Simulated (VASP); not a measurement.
# Co (P-3m1) in VASP: further runs

One crystal, Co, is run at these levels: LDA; tasks: single point.

All numbers are computed with VASP 6.6.1; they aren't measurements. Logs are shortened: lines on timing, memory, paths and dates and some standing lists are left out, and cuts for length are marked.

**1. The structure**

It takes space group P-3m1 (No. 164, trigonal). Conventional cell: a = 2.487 Å, b = 2.487 Å, c = 4.063 Å, α = 90.00°, β = 90.00°, γ = 120.00°. Co (site symmetry 3m) has 12 Co at 2.42 to 2.55 Å as nearest neighbours.

This isn't the form of Co at room conditions, which is hcp.

**2. Single point, LDA, collinear spin, ferromagnetic start**

INCAR

```
SYSTEM = Co
ADDGRID = .FALSE.
ALGO = Normal
EDIFF = 1E-6
ENCUT = 460
GGA = CA
ISIF = 2
ISMEAR = -1
ISPIN = 2
LASPH = .TRUE.
LCHARG = .FALSE.
LMAXMIX = 4
LORBIT = 11
LREAL = .FALSE.
LWAVE = .FALSE.
MAGMOM = 2 2
NBANDS = 20
NELM = 100
PREC = Accurate
SIGMA = 0.05
```

KPOINTS

```
k-points
0
G
  13 13 7
  0 0 0
```

POSCAR

```
Co
1.0
    2.4873648738      0.0000000000      0.0000000000
   -1.2436824369      2.1541211692      0.0000000000
    0.0000000000      0.0000000000      4.0632895034
Co
2
Direct
    0.3275520000      0.6759820000      0.7288160000
    0.6891290000      0.3188900000      0.2643300000
```

Potentials or basis: VASP PAW LDA potentials, release 64 (Co).

Command:

```sh
> cat potpaw_LDA.64/Co/POTCAR > POTCAR
> mpirun -np 1 vasp_std > vasp.out
```

OUTCAR:

```text
SYSTEM = Co
   EDIFF = 1E-6
   ENCUT = 460
   GGA = CA
   ISIF = 2
   ISMEAR = -1
   ISPIN = 2
   LASPH = .TRUE.
   LORBIT = 11
   LREAL = .FALSE.
   NELM = 100
   PREC = Accurate

 Found    592 irreducible k-points:

 Following reciprocal coordinates:
            Coordinates               Weight
  0.000000  0.000000  0.000000      1.000000
  0.076923 -0.000000  0.000000      2.000000
  0.000000  0.076923  0.000000      2.000000
 -0.076923  0.076923  0.000000      2.000000
  0.153846  0.000000  0.000000      2.000000
  0.000000  0.153846  0.000000      2.000000
   k-points           NKPTS =    592   k-points in BZ     NKDIM =    592   number of bands    NBANDS=     20
   number of dos      NEDOS =    301   number of ions     NIONS =      2
   total plane-waves  NPLWV =   9072
   dimension x,y,z NGX =    18 NGY =   18 NGZ =   28
   dimension x,y,z NGXF=    36 NGYF=   36 NGZF=   56
   ions per type =               2
   NGX,Y,Z   is equivalent  to a cutoff of  12.03, 12.03, 11.46 a.u.
   NGXF,Y,Z  is equivalent  to a cutoff of  24.06, 24.06, 22.91 a.u.
 SYSTEM =  Co
   PREC   = accura    normal or accurate (medium, high low for compatibility)
   ISTART =      0    job   : 0-new  1-cont  2-samecut
   ICHARG =      2    charge: 1-file 2-atom 10-const
   ISPIN  =      2    spin polarized calculation?
   LNONCOLLINEAR =      F non collinear calculations
   LSORBIT =      F    spin-orbit coupling
   LASPH  =      T    aspherical Exc in radial PAW
   ENCUT  =  460.0 eV  33.81 Ry    5.81 a.u.   4.35  4.35  7.11*2*pi/ulx,y,z
   NELM   =    100;   NELMIN=  2; NELMDL= -5     # of ELM steps
   EDIFF  = 0.1E-05   stopping-criterion for ELM
   LREAL  =      F    real-space projection
   EDIFFG = 0.1E-04   stopping-criterion for IOM
   NSW    =      0    number of steps for IOM
   IBRION =     -1    ionic relax: 0-MD 1-quasi-New 2-CG
   NFREE  =      0    steps in history (QN), initial steepest desc. (CG)
   ISIF   =      2    stress and relaxation
   ISYM   =      2    0-nonsym 1-usesym 2-fastsym
   POTIM  = 0.5000    time-step for ionic-motion
   TEBEG  =    0.0;   TEEND  =   0.0 temperature during run
   PSTRESS=    0.0 pullay stress
   NELECT =      18.0000    total number of electrons
   NUPDOWN=      -1.0000    fix difference up-down
   EMIN   =  10.00;   EMAX   =-10.00  energy-range for DOS
   EFERMI =   0.00;   METHOD = LEGACY
   ISMEAR =    -1;   SIGMA  =   0.05  broadening in eV -4-tet -1-fermi 0-gaus
   EFERMI_NEDOS =   21; number of points for ismear=-14 and -15
   IALGO  =     38    algorithm
   IMIX   =      4    mixing-type and parameters
     AMIX     =   0.40;   BMIX     =  1.00
     AMIX_MAG =   1.60;   BMIX_MAG =  1.00
  volume/ion in A,a.u.               =      10.89        73.46
  Fermi-wavevector in a.u.,A,eV,Ry     =   1.536514  2.903591 32.121660  2.360875
  Thomas-Fermi vector in A             =   2.643152
   LORBIT       =     11    0 simple, 1 ext, 2 COOP (PROOUT), +10 PAW based schemes
   GGA     = CA    functional components
   LHFCALC =     F    Hartree Fock is set to
   AEXX    =    0.0000 exact exchange contribution
   IVDW    =     0    specifies the selected vdW correction
   LEPSILON=     F    determine dielectric tensor
   LRPA    =     F    only Hartree local field effects (RPA)
 spin polarized calculation
  energy-cutoff  :      460.00
  volume of cell :       21.77
 maximum number of plane-waves:       525
 NGX is ok and might be reduce to    18
   NGX =  9   NGY =  9   NGZ = 15

 number of electron      18.0000003 magnetization       3.1539286

 Free energy of the ion-electron system (eV)
  ---------------------------------------------------
  ext. energy  EPLUGINS =         0.00000000
  ---------------------------------------------------
  free energy    TOTEN  =       -16.06712654 eV

  energy without entropy =      -16.05306001  energy(sigma->0) =      -16.06009328

 E-fermi :   9.8900     XC(G=0): -13.7039

 val. band max:        9.8899707877   @ k =  -0.3077   0.0000   0.4286
 cond. band min:       9.8900958473   @ k =   0.1538  -0.3846   0.4286
 fundamental gap:      0.0001250596
 Fermi energy:         9.8899965999

 spin component 1

 k-point     1 :       0.0000    0.0000    0.0000
  band No.  band energies     occupation
      1       0.9718      1.00000
      2       4.7589      1.00000
      3       7.2657      1.00000
      4       7.3336      1.00000
      5       7.4134      1.00000
      6       7.6485      1.00000
[... 12 lines left out ...]
     19      36.0480      0.00000
     20      36.2053      0.00000
[... 93 lines left out ...]
 k-point     6 :       0.0000    0.1538    0.0000
  band No.  band energies     occupation
      1       1.7876      1.00000
      2       5.2304      1.00000
      3       6.8287      1.00000
      4       7.3012      1.00000
      5       7.4831      1.00000
      6       7.7378      1.00000
[... 12 lines left out ...]
     19      36.3280      0.00000
     20      38.1186      0.00000

 [... further k-points ...]

 spin component 2

 k-point     1 :       0.0000    0.0000    0.0000
  band No.  band energies     occupation
      1       1.1542      1.00000
      2       5.6583      1.00000
      3       8.6438      1.00000
      4       8.7739      1.00000
      5       8.8733      1.00000
      6       9.0981      1.00000
[... 12 lines left out ...]
     19      36.4760      0.00000
     20      36.5822      0.00000
[... 93 lines left out ...]
 k-point     6 :       0.0000    0.1538    0.0000
  band No.  band energies     occupation
      1       1.9757      1.00000
      2       6.1879      1.00000
      3       8.1197      1.00000
      4       8.4971      1.00000
      5       8.8049      1.00000
      6       9.1529      1.00000
[... 12 lines left out ...]
     19      36.5940      0.00000
     20      38.5067      0.00000

 [... further k-points ...]

------------------------ aborting loop because EDIFF is reached ----------------------------------------

  FORCE on cell =-STRESS in cart. coord.  units (eV):
  Direction    XX          YY          ZZ          XY          YZ          ZX
  --------------------------------------------------------------------------------------
  -------------------------------------------------------------------------------------
  Total       -2.3470544     -2.0932084     -2.1513292      0.2428449     -0.1017670      0.2056963
  in kB     -172.7214807   -154.0407589   -158.3179187     17.8711374     -7.4891128     15.1373459
  external PRESSURE =    -161.6933861 kB  Pullay stress =       0.0000000 kB

 VOLUME and BASIS-vectors are now :
 -----------------------------------------------------------------------------
  energy-cutoff  :      460.00
  volume of cell :       21.77
      direct lattice vectors                 reciprocal lattice vectors
     2.487364874  0.000000000  0.000000000     0.402031889  0.232113220  0.000000000
    -1.243682437  2.154121169  0.000000000     0.000000000  0.464226439  0.000000000
     0.000000000  0.000000000  4.063289503     0.000000000  0.000000000  0.246106018

 POSITION                                       TOTAL-FORCE (eV/Angst)
 -----------------------------------------------------------------------------------
     -0.02597      1.45615      2.96139         0.246443     -0.124463      0.866708
      1.31752      0.68693      1.07405        -0.246443      0.124463     -0.866708
 -----------------------------------------------------------------------------------
    total drift:                                0.000012      0.000010      0.000066

  FREE ENERGIE OF THE ION-ELECTRON SYSTEM (eV)
  ---------------------------------------------------
  free  energy   TOTEN  =       -16.0671265388 eV

  energy  without entropy=      -16.0530600138  energy(sigma->0) =      -16.06009328

 total charge

# of ion       s       p       d       tot
------------------------------------------
    1        0.493   0.520   7.286   8.299
    2        0.493   0.520   7.286   8.299
--------------------------------------------------
tot          0.986   1.041  14.572  16.598

 magnetization (x)

# of ion       s       p       d       tot
------------------------------------------
    1       -0.012  -0.038   1.630   1.579
    2       -0.012  -0.038   1.630   1.579
--------------------------------------------------
tot         -0.025  -0.077   3.259   3.157
```

OSZICAR:

```text
N       E                     dE             d eps       ncg     rms          rms(c)
DAV:   1     0.794020743937E+02    0.79402E+02   -0.75903E+03 49936   0.114E+03
DAV:   2    -0.140314829558E+02   -0.93434E+02   -0.84057E+02 48128   0.207E+02
DAV:   3    -0.183252101343E+02   -0.42937E+01   -0.41202E+01 53228   0.545E+01
DAV:   4    -0.183915159289E+02   -0.66306E-01   -0.66258E-01 58760   0.596E+00
DAV:   5    -0.183933946908E+02   -0.18788E-02   -0.18787E-02 55172   0.944E-01    0.154E+01
DAV:   6    -0.165983538234E+02    0.17950E+01   -0.80827E+00 53724   0.591E+01    0.781E+00
DAV:   7    -0.161102913016E+02    0.48806E+00   -0.13728E+00 54292   0.222E+01    0.394E+00
DAV:   8    -0.160839091909E+02    0.26382E-01   -0.16037E-02 68804   0.114E+00    0.167E+00
DAV:   9    -0.160687977791E+02    0.15111E-01   -0.21808E-03 82064   0.837E-01    0.450E-01
DAV:  10    -0.160671487682E+02    0.16490E-02   -0.48677E-04 63068   0.254E-01    0.671E-02
DAV:  11    -0.160671358421E+02    0.12926E-04   -0.28209E-05 55104   0.443E-02    0.367E-02
DAV:  12    -0.160671305580E+02    0.52841E-05   -0.25173E-06 56464   0.138E-02    0.214E-02
DAV:  13    -0.160671267607E+02    0.37973E-05   -0.85401E-07 30612   0.108E-02    0.821E-03
DAV:  14    -0.160671265388E+02    0.22195E-06   -0.54427E-07 26912   0.650E-03
   1 F= -.16067127E+02 E0= -.16060093E+02  d E =-.140665E-01  mag=     3.1539
```

stdout:

```text
POSCAR found type information on POSCAR Co
 POSCAR found :  1 types and       2 ions
 scaLAPACK will be used
 LDA part: xc-table for (Slater(with rela. corr.)+CA(PZ))
 , standard interpolation
 POSCAR, INCAR and KPOINTS ok, starting setup
 FFT: planning ... GRIDC
 FFT: planning ... GRID_SOFT
 FFT: planning ... GRID
 WAVECAR not read
 entering main loop
```

Run time: 3.5 min. Hardware: 1 thread of Intel Xeon Platinum 8488C (Sapphire Rapids), shared host; peak memory 0.37 GiB.

These settings aren't checked as converged: the numbers below hold their error.

What came out:

| Quantity | Value |
| --- | --- |
| Free energy | -16.0671 eV |
| Pressure | -16.2 GPa |
| Largest force | 0.910 eV/Å |
| Band gap on the k mesh | none (metal or under the smearing width) |
| Net moment | 3.15 μB per cell |
| Site moments | Co +1.58 μB |
| Valence electrons inside the program's atomic spheres | Co 8.30 |

**3. Single point, LDA, collinear spin, ferromagnetic start**

Changes to INCAR since step 2:

```diff
@@ -19,2 +19,2 @@
 PREC = Accurate
-SIGMA = 0.05
+SIGMA = 0.02
```

KPOINTS is that of step 2.

POSCAR

```
Co
1.0
    2.4873648738      0.0000000000      0.0000000000
   -1.2436824369      2.1541211692      0.0000000000
    0.0000000000      0.0000000000      4.0632895034
Co
2
Direct
    0.3333333333      0.6666666667      0.7401390000
    0.6666666667      0.3333333333      0.2598610000
```

Potentials or basis: VASP PAW LDA potentials, release 64 (Co).

Command:

```sh
> cat potpaw_LDA.64/Co/POTCAR > POTCAR
> mpirun -np 1 vasp_std > vasp.out
```

Wall time 50 s (1 thread of Intel Xeon Platinum 8488C (Sapphire Rapids), shared host); peak memory 0.16 GiB.

The run converged, but some of its settings lie outside the range that counts as converged, so its numbers aren't taken as properties of the crystal.

What came out:

```yaml
Free_energy: -16.1153 eV
Pressure: -18.4 GPa
Largest_force: 0.376 eV/Å
Band_gap_on_the_k_mesh: none (metal or under the smearing width)
Net_moment: 3.14 μB per cell
Site_moments: Co +1.57 μB
Valence_electrons_inside_the_program's_atomic_spheres: Co 8.28
```
